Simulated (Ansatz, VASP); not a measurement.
**Al2Pt in VASP and in Ansatz**

```xyz
3
Lattice="0.0000 2.8881 2.8881 2.8881 0.0000 2.8881 2.8881 2.8881 0.0000" Properties=species:S:1:pos:R:3 pbc="T T T"
Al    1.4440    1.4440    1.4440
Al    4.3321    4.3321    4.3321
Pt    0.0000    0.0000    0.0000
```

Alike in both runs: task single point; functional PBEsol; k mesh 12 × 12 × 12; occupations gaussian, width 0.1 eV; no spin polarisation.

|  | VASP | Ansatz |
| --- | --- | --- |
| version | VASP 6.6.1 | Ansatz 0.2.0 |
| potentials or method | VASP PAW PBE potentials, release 64 (Al, Pt) | scalar-relativistic, plane waves, PAW |
| plane-wave cutoff (eV) | 520 | 420 |
| valence electrons in the cell | 16 | 24 |

|  | VASP | Ansatz | Ansatz less VASP |
| --- | --- | --- | --- |
| gap on the k mesh at the Fermi level (eV) | none | none | - |
| pressure (GPa) | 9.8 | 9.8 | -0.01 |

A gap of «none» marks a metal or a gap that the smearing closes. The two sets of potentials don't hold the same shells in valence.

Caveats: the PAW data sets were made with another functional, which shifts forces and pressure a little (VASP). The runs have no spin-orbit coupling, so splittings on Pt are missing.
